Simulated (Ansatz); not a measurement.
# BaTe single point

The input, for Ansatz 0.2.0 (plane waves, PAW):

```yaml
crystal:
  lattice:
    - [0.0, 3.408206, 3.408206]
    - [3.408206, 0.0, 3.408206]
    - [3.408206, 3.408206, 0.0]
  atoms:
    - { symbol: Ba, position: [0.0, 0.0, 0.0] }
    - { symbol: Te, position: [0.5, 0.5, 0.5] }
  symmetry: { tolerance: 0.0003 }
kpoints:
  mp_grid: { grid: [7, 7, 7], shift: [0, 0, 0] }
  band_path:
    path:
      - [0.0, 0.0, 0.0]
      - [0.5, 0.0, 0.5]
      - [0.625, 0.25, 0.625]
      - [0.375, 0.375, 0.75]
      - [0.0, 0.0, 0.0]
      - [0.5, 0.5, 0.5]
      - [0.5, 0.25, 0.75]
      - [0.5, 0.0, 0.5]
    npoints: 8
magnetization:
  spin_polarized: false
scf:
  occupations: { method: methfessel_paxton, width: 0.0394 }
  lower_state_search: "off"
  max_iter: 200
hamiltonian:
  pseudopotentials: { kind: paw }
  xc: pbe
basis:
  ecutwfc: 420
  fft_grid_basis: typed
output:
  forces: true
  stress: true
  eigenvalues: true
  bader: true
  populations: true
  elf: true
  write_potential: true
  volumetric_format: npy
  dos:
    e_range: [-12, 8]
    de: 0.05
    projected: { site_lists: { Ba: [Ba], Te: [Te] } }
checkpoint:
  read: saved_state
```

The saved state is an earlier solution for the same cell, perhaps on another mesh. 

Parts of the output:

```
Pseudopotentials: kind: paw
Pseudopotential: Ba, paw, valence charge 10, recommended cutoff 420 eV (normal), Ba.paw.azcp
Pseudopotential: Te, paw, valence charge 16, recommended cutoff 420 eV (normal), Te.paw.azcp
Functional definition: PBE
  exchange = pbe_x(kappa = kappa, mu = beta*pi^2/3)
  correlation = pbe_c(beta = beta)
Crystal: 2 atoms, lattice volume = 79.179 Å³
Basis set: ecut = 420 eV, 1471 PW (Γ), exchange–correlation on 72×72×72 points (8 copies of the dense FFT grid, shifted against one another)
Bands: 17, of which v1, the nominal top of the filled ones, is band 13 counted from 1 (12 counted from 0)
Symmetry: 48 space group operations
Space group: Fm-3m (ITA 225), of the structure as read, at distance tolerance 1.3e-3 Å
k-points: 20 of 343
Initial density: read from a saved state, or passed on in memory by an earlier SCF of this step, an earlier step, the calling program or the single point that the run made first
Functional: x = pbe(κ = 0.804, μ = 0.2195), c = pbe(β = 0.0667)
Free energy (F): -12933.0394 eV
Harris-Foulkes:  -12933.0394 eV  (|F-HF|=3.43e-8)
Internal energy: -12933.0394 eV  (E = F + TS)
E sigma→0 (E₀):  -12933.0394 eV
Fermi energy:    7.9864 eV
--- Per-component energies (eV) ---
  E_band       = -311.3125
  E_kinetic    = 351.8019
  E_local      = -1762.2759  (includes V_loc(G=0)·N_el)
  E_nonlocal   = -252.6006
  E_hartree    = 1005.4660
  E_xc         = -294.2120
  E_vxc        = -242.2338  (∫ρ·V_xc dr)
  E_paw        = -9888.8697  (= ΣΔE_a)
  E_vpaw       = -416.9327  (= ΣTr[D̂ρ^β])
  E_aug_tail   = -0.0002  (compensation charges beyond the density's cutoff)
  E_ewald      = -2092.3489
  E_smearing   = 0.0000  (= −TS)
--- Stress (GPa, compression-positive) ---
        3.8797       0.0000       0.0000
        0.0000       3.8797       0.0000
        0.0000       0.0000       3.8797
  P = ⅓ Tr σ = 3.8797 GPa (38.797 kbar)
--- Löwdin populations: 2 sites ---
  site symbol       q [e]
     0     Ba      8.4445
     1     Te     17.2598
  spilling = 0.0114 (of n_electrons = 26.0000)
--- Bader charges: 2 sites ---
  site symbol  charge [e]  shift [e]
     0     Ba      1.3131     0.0000
     1     Te     -1.3131     0.0000
```

Origin: a database entry at a rescaled volume.
